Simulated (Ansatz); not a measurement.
**Dielectric response of GaP (110) films**

Aim: the electronic and static ε of zincblende GaP (110) from films of several thicknesses in a field.

Program: Ansatz 0.2.0. Level of theory: plane-wave DFT, PBEsol, Ansatz PAW. Results are calculated unless marked as measured.

## (1) The structure

The cell holds 10 atoms: 5 Ga and 5 P. Cell: a = 3.854 Å, b = 5.450 Å, c = 25.707 Å, α = 90.0°, β = 90.0°, γ = 90.0°. It derives from GaP (zincblende GaP). Vacuum lies along c.

## (2) Relaxation, 10 atoms, units 5

The structure is relaxed first, because levels and dipoles at a surface follow the positions of the outer atoms.

Input file input.yaml:

```yaml
crystal:
  lattice:
    - [3.85373196, 0.0, 0.0]
    - [0.0, 5.45, 0.0]
    - [0.0, 0.0, 25.7074639149]
  atoms:
    - { symbol: Ga, position: [0.5, 0.5, 0.3500928769] }
    - { symbol: P, position: [0.0, 0.75, 0.3500928769] }
    - { symbol: Ga, position: [0.0, 0.0, 0.4250464385] }
    - { symbol: P, position: [0.5, 0.25, 0.4250464385] }
    - { symbol: Ga, position: [0.5, 0.5, 0.5] }
    - { symbol: P, position: [0.0, 0.75, 0.5] }
    - { symbol: Ga, position: [0.0, 0.0, 0.5749535615] }
    - { symbol: P, position: [0.5, 0.25, 0.5749535615] }
    - { symbol: Ga, position: [0.5, 0.5, 0.6499071231] }
    - { symbol: P, position: [0.0, 0.75, 0.6499071231] }
kpoints:
  mp_grid: { grid: [8, 6, 1] }
hamiltonian:
  xc: pbesol
scf:
  occupations: { method: fixed }
  convergence: { dr2_threshold: 1.0e-09 }
efield:
  axis: 3
  dipole_correction: true
  ramp_position: 0.97
  ramp_width: 0.06
relax:
  f_tol: 0.003
  max_steps: 100
output:
  write_potential: true
  write_density: true
  volumetric_format: npy
```

Command:

```
> ansatz run input.yaml --threads 4 --pin off --max-ram 12288MiB --backend cpu --events-out ev --progress --plain --runs-dir out
```

Numbers of over 12 decimals in the logs are rounded to 6 here.

Output:

```text
Engine: ansatz 0.2.0, aarch64-unknown-linux-gnu
Pseudopotentials: kind: paw
Pseudopotential: Ga, paw, valence charge 13, recommended cutoff 420 eV (normal), Ga.paw.azcp
Pseudopotential: P, paw, valence charge 5, recommended cutoff 420 eV (normal), P.paw.azcp
Functional definition: PBEsol
  exchange = pbesol_x
  correlation = pbesol_c
Crystal: 10 atoms, lattice volume = 539.930 Å³
Basis set: ecut = 420 eV, 10575 PW (Γ), exchange–correlation on 54×80×360 points (8 copies of the dense FFT grid, shifted against one another)
Bands: 55, of which v1, the nominal top of the filled ones, is band 45 counted from 1 (44 counted from 0)
Symmetry: 2 space group operations
k-points: 20 of 48 (time reversal used)
Non-local potential: Ga, projectors of the file, l = 0: 2, l = 1: 2, l = 2: 3, l = 3: 1
Non-local potential: P, projectors of the file, l = 0: 2, l = 1: 2, l = 2: 2
PAW form: soft (Blöchl's): semilocal exchange-correlation on the pseudo side does not see the compensation charge
PAW frozen core: Ga, regenerated for the run's functional, and the local potential with it (the file was generated under x = pbe(κ = 0.804, μ = 0.219515), c = pbe(β = 0.066725))
PAW frozen core: P, regenerated for the run's functional, and the local potential with it (the file was generated under x = pbe(κ = 0.804, μ = 0.219515), c = pbe(β = 0.066725))
PAW one-centre angular grid: Ga, 590 points (default); XC on 64 Gauss nodes
PAW one-centre angular grid: P, 110 points (default); XC on 64 Gauss nodes
Initial density: superposition of atomic densities (neutral atoms: chi_scale 0, normalization atom), corrected by the library's trained network
Initial wavefunctions: pseudopotential atomic-orbital guess
Functional: x = pbesol(κ = 0.804, μ = 0.123457), c = pbesol(β = 0.046)
SCF iter   1: F=—  HF=-22416.520451 eV  |F-HF|=—  |Δ(HF+E_count)|=         —  Δρ=2.39e-3  dr2=5.47e-2  ethr=1.77e-3  p=0.000 e·Å  D=9.01e-15 V/Å  ΔV_dip=-0.00 eV  dr2_dipole=1.09e-10  V_vac-E_F(+/−)=4.93/4.93 eV  ⟨swp⟩=6.2  Hψ=4473  notcnv=0  defer=159
efield: sawtooth ramp at fractional position 0.9700 (set: `efield.ramp_position`, or a place that a band, a saddle search or an elastic batch's reference lends), width 0.0600; the density the first Hamiltonian is built on has a dipole p = 0.000 e·Å; the dipole correction subtracts the counter field D = 9.01e-15 V/Å, which shifts the + side's vacuum level by -0.00 eV against the − side's; the planar-averaged density in the ramp window peaks in size at 1.1e-6 e/Å³
preconditioner: auto → Resta (q_TF=auto, 2.024 Å⁻¹)  ε∞=2.3  [insulator: Δε(μ)=0.187 eV  Ē_g=13.412 eV  n_scr=72 (ndim 8)  ℏωp=15.2 eV  f_vac=0.569  ε∞_Penn≈2.3  vacuum switching on, ρ_ref=1.3e-2 e/Å³]
SCF iter   2: F=—  HF=-22416.503948 eV  |F-HF|=—  |Δ(HF+E_count)|=   1.65e-2  Δρ=1.15e-3  dr2=1.26e-2  ethr=6.08e-5  p=-0.000 e·Å  D=-3.68e-7 V/Å  ΔV_dip=0.00 eV  dr2_dipole=3.80e-9  V_vac-E_F(+/−)=4.96/4.96 eV  ⟨swp⟩=3.0  Hψ=2146  notcnv=0  defer=160  κ⁻¹=1.0e0(r=1)
density mixer auto → broyden: gapped, with many states about μ (density of states about μ 0.51 of a free-electron gas's, 72 screened modes)
SCF iter   3: F=—  HF=-22416.503608 eV  |F-HF|=—  |Δ(HF+E_count)|=   3.40e-4  Δρ=5.63e-4  dr2=4.35e-3  ethr=1.40e-5  p=0.000 e·Å  D=1.02e-5 V/Å  ΔV_dip=-0.00 eV  dr2_dipole=2.60e-8  V_vac-E_F(+/−)=4.94/4.94 eV  ⟨swp⟩=4.0  Hψ=2033  notcnv=0  defer=160  κ⁻¹=2.6e-1(r=2)
SCF iter   4: F=—  HF=-22416.503755 eV  |F-HF|=—  |Δ(HF+E_count)|=   1.46e-4  Δρ=2.36e-4  dr2=3.47e-4  ethr=4.84e-6  p=-0.000 e·Å  D=-1.50e-5 V/Å  ΔV_dip=0.00 eV  dr2_dipole=1.03e-7  V_vac-E_F(+/−)=4.95/4.95 eV  ⟨swp⟩=2.4  Hψ=1271  notcnv=0  defer=160  κ⁻¹=1.8e-2(r=3)
SCF iter   5: F=—  HF=-22416.503937 eV  |F-HF|=—  |Δ(HF+E_count)|=   1.83e-4  Δρ=9.14e-5  dr2=5.13e-5  ethr=3.86e-7  p=0.000 e·Å  D=5.43e-5 V/Å  ΔV_dip=-0.00 eV  dr2_dipole=1.21e-6  V_vac-E_F(+/−)=4.95/4.95 eV  ⟨swp⟩=2.0  Hψ=1869  notcnv=0  defer=160  κ⁻¹=2.0e-3(r=4)
SCF iter   6: F=—  HF=-22416.503969 eV  |F-HF|=—  |Δ(HF+E_count)|=   3.16e-5  Δρ=3.19e-5  dr2=3.61e-5  ethr=5.70e-8  p=-0.001 e·Å  D=-1.98e-4 V/Å  ΔV_dip=0.01 eV  dr2_dipole=1.63e-5  V_vac-E_F(+/−)=4.95/4.95 eV  ⟨swp⟩=2.0  Hψ=1856  notcnv=0  defer=160  κ⁻¹=1.8e-3(r=5)
SCF iter   7: F=—  HF=-22416.503970 eV  |F-HF|=—  |Δ(HF+E_count)|=   1.49e-6  Δρ=2.16e-5  dr2=8.45e-6  ethr=4.01e-8  p=0.000 e·Å  D=8.66e-5 V/Å  ΔV_dip=-0.00 eV  dr2_dipole=3.07e-6  V_vac-E_F(+/−)=4.95/4.95 eV  ⟨swp⟩=2.0  Hψ=1145  notcnv=0  defer=160  κ⁻¹=1.5e-4(r=6)
SCF iter   8: F=—  HF=-22416.503979 eV  |F-HF|=—  |Δ(HF+E_count)|=   8.44e-6  Δρ=9.35e-6  dr2=3.67e-7  ethr=9.39e-9  p=-0.000 e·Å  D=-3.79e-6 V/Å  ΔV_dip=0.00 eV  dr2_dipole=8.71e-9  V_vac-E_F(+/−)=4.95/4.95 eV  ⟨swp⟩=2.0  Hψ=1261  notcnv=0  defer=160  κ⁻¹=1.6e-5(r=7)
SCF iter   9: F=—  HF=-22416.503866 eV  |F-HF|=—  |Δ(HF+E_count)|=   1.13e-4  Δρ=3.48e-6  dr2=4.47e-8  ethr=4.07e-10  p=0.000 e·Å  D=1.31e-6 V/Å  ΔV_dip=-0.00 eV  dr2_dipole=7.41e-10  V_vac-E_F(+/−)=4.95/4.95 eV  ⟨swp⟩=2.4  Hψ=2127  notcnv=0  defer=160  κ⁻¹=9.5e-7(r=8)
SCF iter  10: F=—  HF=-22416.503866 eV  |F-HF|=—  |Δ(HF+E_count)|=   5.72e-8  Δρ=6.64e-7  dr2=2.20e-9  ethr=4.96e-11  p=-0.000 e·Å  D=-7.05e-7 V/Å  ΔV_dip=0.00 eV  dr2_dipole=1.89e-10  V_vac-E_F(+/−)=4.95/4.95 eV  ⟨swp⟩=2.2  Hψ=1733  notcnv=0  defer=160  κ⁻¹=5.1e-7(r=8)
SCF iter  11: F=-22416.503866 eV  HF=-22416.503866 eV  |F-HF|=6.55e-10  |Δ(HF+E_count)|=   3.27e-9  Δρ=2.54e-7  dr2=2.79e-10  ethr=1.11e-12  p=0.000 e·Å  D=2.04e-8 V/Å  ΔV_dip=-0.00 eV  dr2_dipole=8.10e-14  V_vac-E_F(+/−)=4.95/4.95 eV  ⟨swp⟩=9.0  Hψ=6983  notcnv=0
SCF 1 converged in 11 iterations: F = -22416.503866 eV  dr2 = 2.79e-10
  greatest PAW one-centre occupation: 0.995 electrons in one spin orbital (limit 2), on the Ga atom at site 8 (counted from 0), in its partial waves of l = 2
relax step   1: F+E_penalty+E_count = -22416.50386588 eV  Δ(F+E_penalty+E_count) = +0.000e0 eV  max|allowed force component| = 1.406e0 eV/Å  Δτ_max = 0.0000 Å  (11 SCF iters, accepted)
Initial density: handed on by an earlier stage of this run
Initial wavefunctions: those handed on with the density
iter 1 solved again at ethr=1.03e-4 eV; its pass at ethr=3.10e-3 eV (dr2=9.29e-2 eV) is discarded
SCF iter   1: F=—  HF=-22417.483789 eV  |F-HF|=—  |Δ(HF+E_count)|=         —  Δρ=5.93e-3  dr2=9.29e-2  ethr=1.03e-4  p=0.000 e·Å  D=2.04e-8 V/Å  ΔV_dip=-0.00 eV  dr2_dipole=6.31e-12  V_vac-E_F(+/−)=5.10/5.10 eV  ⟨swp⟩=1.1  Hψ=4141  notcnv=0  defer=159
[...]
greatest PAW one-centre occupation: 0.995 electrons in one spin orbital (limit 2), on the Ga atom at site 0 (counted from 0), in its partial waves of l = 2
relax step   3: F+E_penalty+E_count = -22417.87866123 eV  Δ(F+E_penalty+E_count) = -4.110e-1 eV  max|allowed force component| = 3.841e-1 eV/Å  Δτ_max = 0.1950 Å  (11 SCF iters, accepted)
[...]
relax step   4: F+E_penalty+E_count = -22417.94287114 eV  Δ(F+E_penalty+E_count) = -6.421e-2 eV  max|allowed force component| = 9.166e-2 eV/Å  Δτ_max = 0.1256 Å  (11 SCF iters, accepted)
[...]
relax step   5: F+E_penalty+E_count = -22417.94523508 eV  Δ(F+E_penalty+E_count) = -2.364e-3 eV  max|allowed force component| = 8.083e-2 eV/Å  Δτ_max = 0.0226 Å  (9 SCF iters, accepted)
[...]
relax step   6: F+E_penalty+E_count = -22417.94592072 eV  Δ(F+E_penalty+E_count) = -6.856e-4 eV  max|allowed force component| = 9.262e-3 eV/Å  Δτ_max = 0.0086 Å  (9 SCF iters, accepted)
SCF iter   1: F=—  HF=-22417.946050 eV  |F-HF|=—  |Δ(HF+E_count)|=         —  Δρ=5.75e-5  dr2=1.66e-5  ethr=3.05e-7  p=0.000 e·Å  D=5.46e-8 V/Å  ΔV_dip=-0.00 eV  dr2_dipole=7.51e-13  V_vac-E_F(+/−)=5.34/5.34 eV  ⟨swp⟩=2.0  Hψ=1878  notcnv=0  defer=160
efield: sawtooth ramp at fractional position 0.9700 (set: `efield.ramp_position`, or a place that a band, a saddle search or an elastic batch's reference lends), width 0.0600; the density the first Hamiltonian is built on has a dipole p = 0.000 e·Å; the dipole correction subtracts the counter field D = 5.46e-8 V/Å, which shifts the + side's vacuum level by -0.00 eV against the − side's; the planar-averaged density in the ramp window peaks in size at 4.8e-6 e/Å³
preconditioner: auto → Resta (q_TF=auto, 2.024 Å⁻¹)  ε∞=2.3  [insulator: Δε(μ)=0.874 eV  Ē_g=13.538 eV  n_scr=72 (ndim 8)  ℏωp=15.2 eV  f_vac=0.583  ε∞_Penn≈2.3  vacuum switching on, ρ_ref=1.3e-2 e/Å³]
SCF iter   2: F=—  HF=-22417.946049 eV  |F-HF|=—  |Δ(HF+E_count)|=   1.32e-6  Δρ=2.63e-5  dr2=4.87e-6  ethr=1.85e-8  p=-0.000 e·Å  D=-1.03e-7 V/Å  ΔV_dip=0.00 eV  dr2_dipole=1.42e-12  V_vac-E_F(+/−)=5.34/5.34 eV  ⟨swp⟩=2.2  Hψ=1690  notcnv=0  defer=141  κ⁻¹=1.0e0(r=1)
density mixer auto → broyden: gapped, where msr1 would fit the directions that read negative (density of states about μ 0.09 of a free-electron gas's, 72 screened modes)
SCF iter   3: F=—  HF=-22417.945935 eV  |F-HF|=—  |Δ(HF+E_count)|=   1.13e-4  Δρ=1.79e-5  dr2=1.06e-6  ethr=5.41e-9  p=0.000 e·Å  D=6.61e-8 V/Å  ΔV_dip=-0.00 eV  dr2_dipole=1.05e-12  V_vac-E_F(+/−)=5.34/5.34 eV  ⟨swp⟩=2.0  Hψ=1210  notcnv=0  defer=140  κ⁻¹=6.1e-2(r=2)
SCF iter   4: F=—  HF=-22417.945935 eV  |F-HF|=—  |Δ(HF+E_count)|=   6.26e-8  Δρ=4.40e-6  dr2=7.72e-8  ethr=1.18e-9  p=-0.000 e·Å  D=-1.39e-7 V/Å  ΔV_dip=0.00 eV  dr2_dipole=3.00e-12  V_vac-E_F(+/−)=5.34/5.34 eV  ⟨swp⟩=2.3  Hψ=1499  notcnv=0  defer=140  κ⁻¹=6.3e-3(r=3)
SCF iter   5: F=—  HF=-22417.945935 eV  |F-HF|=—  |Δ(HF+E_count)|=   7.82e-9  Δρ=9.23e-7  dr2=4.50e-9  ethr=8.58e-11  p=0.000 e·Å  D=2.96e-7 V/Å  ΔV_dip=-0.00 eV  dr2_dipole=1.55e-11  V_vac-E_F(+/−)=5.34/5.34 eV  ⟨swp⟩=2.2  Hψ=1592  notcnv=0  defer=140  κ⁻¹=3.0e-4(r=4)
SCF iter   6: F=-22417.945935 eV  HF=-22417.945935 eV  |F-HF|=4.66e-10  |Δ(HF+E_count)|=   3.01e-9  Δρ=3.85e-7  dr2=6.99e-10  ethr=1.11e-12  p=-0.000 e·Å  D=-6.61e-7 V/Å  ΔV_dip=0.00 eV  dr2_dipole=6.67e-11  V_vac-E_F(+/−)=5.34/5.34 eV  ⟨swp⟩=8.8  Hψ=7411  notcnv=0
SCF 7 converged in 6 iterations: F = -22417.945935 eV  dr2 = 6.99e-10
relax step   7: F+E_penalty+E_count = -22417.94593536 eV  Δ(F+E_penalty+E_count) = -1.464e-5 eV  max|allowed force component| = 2.243e-3 eV/Å  Δτ_max = 0.0017 Å  (6 SCF iters, accepted)
NSCF: frozen V_eff on 20 k-points
the band table was solved once a step of the walk had ended and its energy, with any forces and stress, was formed, with the checks that follow a solve (6146 applications of the Hamiltonian). They found nothing against the state; the energy, forces and stress were not computed again (output.eigenvalues in the input reference)
WARN: The output density's exchange-correlation potential varies sharply where the density is thin. Do not read a vacuum level from v_tot or v_xc, or from such a field of the output density. On a cell that repeats whose density bears no net charge and no dipole along the vacuum's axis use v_es (v_loc + v_h of the components); under efield.dipole_correction with no amplitude use v_es + v_field, which holds any externa [...]
SCF converged after 6 iterations
Stability not checked: this state was not tested for a lower state beside it, because the mixer in use, unlike msr1, does not test its closes by its own steps (another_mixer; see scf.mixing.algorithm and scf.lower_state_search)
Free energy (F): -22417.945935 eV
Harris-Foulkes:  -22417.945935 eV  (|F-HF|=4.66e-10)
Internal energy: -22417.945935 eV  (E = F + TS)
E sigma→0 (E₀):  -22417.945935 eV
Fermi energy:    -0.743381 eV
Dipole field:    D = 0.000006 V/Å  (p = 0.000018 e·Å, saw-weighted, corrected)
Work function:   Φ+ = 5.3438 eV   Φ− = 5.3439 eV
Levels:          The Fermi level and band energies are counted from a zero that moves with the ramp; work functions are not
--- Per-component energies (eV) ---
  E_band       = -984.909440
  E_kinetic    = 925.059552
  E_local      = -73545.577179  (includes V_loc(G=0)·N_el)
  E_nonlocal   = 2298.973926
  E_hartree    = 36008.657533
  E_xc         = -645.136012
  E_vxc        = -590.460406  (∫ρ·V_xc dr)
  E_paw        = -12515.770774  (= ΣΔE_a)
  E_vpaw       = -2090.222115  (= ΣTr[D̂ρ^β])
  E_aug_tail   = -0.000529  (compensation charges beyond the density's cutoff)
  E_efield     = 0.000000  (sawtooth field / dipole correction)
  E_vefield    = 0.000000  (∫n·V_field dr)
  E_ewald      = 25051.302178
  E_core_change = 4.545369  (= ΣΔE_core)
  E_smearing   = -0.000000  (= −TS)
  E_closure    = 0.000000  (closes the sum)
  Σ components = -22417.945935   (vs F -22417.945935, Δ=0.00e0)
--- Forces (eV/Å), atoms counted from 1 ---
  atom   1  Ga     0.00000000    -0.00124075     0.00009122
  atom   2  P      0.00000000     0.00055131    -0.00064239
  atom   3  Ga     0.00000000     0.00224030    -0.00075053
  atom   4  P      0.00000000    -0.00049009     0.00012918
  atom   5  Ga     0.00000000    -0.00148342     0.00000420
  atom   6  P      0.00000000    -0.00064322    -0.00000609
  atom   7  Ga     0.00000000     0.00224255     0.00075766
  atom   8  P      0.00000000    -0.00049157    -0.00013816
  atom   9  Ga     0.00000000    -0.00123729    -0.00008936
  atom  10  P      0.00000000     0.00055232     0.00063874
  max |Σ_I F_I| component: 5.51e-6 eV/Å
--- Band table (eV; the first three rows and the last of 20) ---
  k-point 0: bands = [... 41 lower, -1.2509, -1.1303, -1.0824, -0.7434, 0.9014, 1.0621, 1.3676, 1.7830, ... 6 higher]
  k-point 1: bands = [... 41 lower, -1.4122, -1.2036, -1.1100, -1.0129, 0.9013, 1.4022, 1.4098, 1.7589, ... 6 higher]
  k-point 2: bands = [... 41 lower, -1.5967, -1.5196, -1.5070, -1.1703, 0.8238, 1.1756, 1.5501, 1.6710, ... 6 higher]
  k-point 19: bands = [... 41 lower, -2.5106, -2.1824, -1.4780, -1.3082, 0.5860, 1.7174, 1.9678, 2.4111, ... 6 higher]
--- Relaxed structure (7 steps of the walk, 7 accepted, 0 SCFs on fresh bases) ---
  F+E_penalty+E_count = -22417.94593536 eV   max|allowed force component| = 2.243e-3 eV/Å
  atoms:
    - { symbol: Ga, position: [0.500000, 0.552455, 0.367150] }
    - { symbol: P, position: [0.0, 0.759716, 0.342799] }
    - { symbol: Ga, position: [0.0, -0.023082, 0.422775] }
    - { symbol: P, position: [0.500000, 0.227142, 0.425391] }
    - { symbol: Ga, position: [0.500000, 0.482198, 0.500000] }
    - { symbol: P, position: [0.0, 0.735340, 0.500000] }
    - { symbol: Ga, position: [0.0, -0.023082, 0.577225] }
    - { symbol: P, position: [0.500000, 0.227142, 0.574609] }
    - { symbol: Ga, position: [0.500000, 0.552455, 0.632850] }
    - { symbol: P, position: [0.0, 0.759716, 0.657201] }
```

Run time: 1.8 min. Hardware: 4 threads of Arm Neoverse V1, shared host; peak memory 1.1 GiB.

The steps of the relaxation:

```
step  energy less that of the first step (eV)  largest force component (eV/Å)
   1                                   0.0000                          1.4064
   2                                  -0.9638                          1.0270
   3                                  -1.3748                          0.3841
   4                                  -1.4390                          0.0917
   5                                  -1.4414                          0.0808
   6                                  -1.4421                          0.0093
   7                                  -1.4421                          0.0022
```

The run keeps the 2 symmetry operations that it works with, so distortions that break them were not tested.

The atoms that moved most (Å):

```
atom     dx      dy      dz  length
 Ga9  0.000   0.286  -0.438   0.523
 Ga1  0.000   0.286   0.438   0.523
 P10  0.000   0.053   0.188   0.195
  P2  0.000   0.053  -0.188   0.195
 Ga3  0.000  -0.126  -0.058   0.139
 Ga7  0.000  -0.126   0.058   0.139
  P4  0.000  -0.125   0.009   0.125
  P8  0.000  -0.125  -0.009   0.125
```

This step gave:

```
gap on the k-mesh             : 0.8739 eV
dipole along the normal       : 1.80e-5 e·Å
ionisation energy, upper face : 5.344 eV
electron affinity, upper face : 4.470 eV
```

Running mean over 1.927 Å of the planar mean; the ramp of the sawtooth is left out. Table of electron's electrostatic potential energy less the highest filled level by z:

```
z (Å)  electron's electrostatic potential energy less the highest filled level (eV)
  3.0                                                                          5.34
  3.5                                                                          5.34
  4.0                                                                          5.34
  4.5                                                                          5.34
  5.0                                                                          5.34
  5.5                                                                          5.34
  6.0                                                                          5.32
  6.5                                                                          5.25
  7.0                                                                          4.95
  7.5                                                                          3.81
  8.0                                                                          1.41
  8.5                                                                         -1.04
  9.0                                                                         -2.59
  9.5                                                                         -3.40
 10.0                                                                         -3.89
 10.5                                                                         -4.24
 11.0                                                                         -3.95
 11.5                                                                         -3.58
 12.0                                                                         -3.45
 12.5                                                                         -3.43
 13.0                                                                         -3.44
 13.5                                                                         -3.43
 14.0                                                                         -3.50
 14.5                                                                         -3.75
 15.0                                                                         -4.22
 15.5                                                                         -4.07
 16.0                                                                         -3.62
 16.5                                                                         -2.99
 17.0                                                                         -1.79
 17.5                                                                         0.300
 18.0                                                                          2.94
 18.5                                                                          4.63
 19.0                                                                          5.17
 19.5                                                                          5.30
 20.0                                                                          5.33
 20.5                                                                          5.34
 21.0                                                                          5.34
 21.5                                                                          5.34
 22.0                                                                          5.34
 22.5                                                                          5.34
```

The relaxation took 7 steps and lowered the energy by 1.4 eV; the largest force on the free atoms ends at 0.0022 eV/Å.

The gap is 0.87 eV, with the valence edge 5.34 eV and the conduction edge 4.47 eV under the upper vacuum level.

(Part 1 of 5 ends here.)

[Logs are printed without paths, hosts, clocks, repeated set-up lines and the standing remarks that a program may print on its own settings, such as how far it seeks lower states.]

[Hosts, paths, dates, database ids (printed as entryN), source tags and the programs' standing remarks are cut or masked in the printed files.]

[Maps of the electrostatic potential energy from Ansatz leave out the sawtooth potential of an applied field or a dipole correction, so their vacuum need not be flat; planar profiles and work functions include it.]
